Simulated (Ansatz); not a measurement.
# CdO: pressure against volume scale

Periodic Kohn-Sham DFT of a crystal at fixed atoms, scaled to volume_scale times the given cell; pressure positive in compression, energy less spherical unpolarised free atoms, largest_vzz the field gradient of largest size among the nuclei. The results are calculated, by Ansatz 0.2.0.

The cell before it is scaled or strained (space group Fm-3m, No. 225):
```
cell vectors (Å)
   0.0000     2.3482     2.3482
   2.3482     0.0000     2.3482
   2.3482     2.3482     0.0000
atoms (fractions of the cell vectors)
Cd  0.00000  0.00000  0.00000
O   0.50000  0.50000  0.50000
```

Settings of every row: method frozen-core PAW; functional PBE; relativity scalar; k mesh 11x11x11; filling fermi-dirac; smearing width 0.02 eV; wave cutoff 420 eV; paw set soft_2.

Atom start moment: 0 on all atoms.

```csv
row,volume scale,V (Å³/atom),pressure (GPa)
1,0.95,12.301,15.307
2,0.975,12.623,10.517
3,1,12.947,6.348
4,1.025,13.27,2.72
5,1.05,13.594,?
```

Question: what pressure should row 5 give?

Worked fit of pressure. Take u = (V_r/V)^(2/3) − 1 with V_r = 12.785 Å³ an atom, which is twice the finite (Eulerian) strain; such expansions in the strain, on which the Birch-Murnaghan equation of state is built, carry the rest volume and the bulk modulus. The shown rows have u = 0.02606, 0.00854, -0.00836, -0.02452. Least squares give pressure = 8.3582 + 247.616 × u + 726.1 × u² GPa; a straight line predicts inner rows, each left out in turn, worse (root mean square 0.3 against 0.02 GPa). The rows lie off it by 0.003, -0.009, 0.009, -0.003 (root mean square 0.0067 GPa). The withheld row has u = -0.04008, so the fit gives 8.3582 + 247.616 × (-0.04008) + 726.1 × (-0.04008)² = -0.400 GPa.

The calculation gave -0.441 GPa. The fit lies 0.041 GPa (9.3 % of the value, 0.26 % of the column's range) above it; its largest miss of a shown row is 0.009 GPa. This row lies beyond the range of the fit.
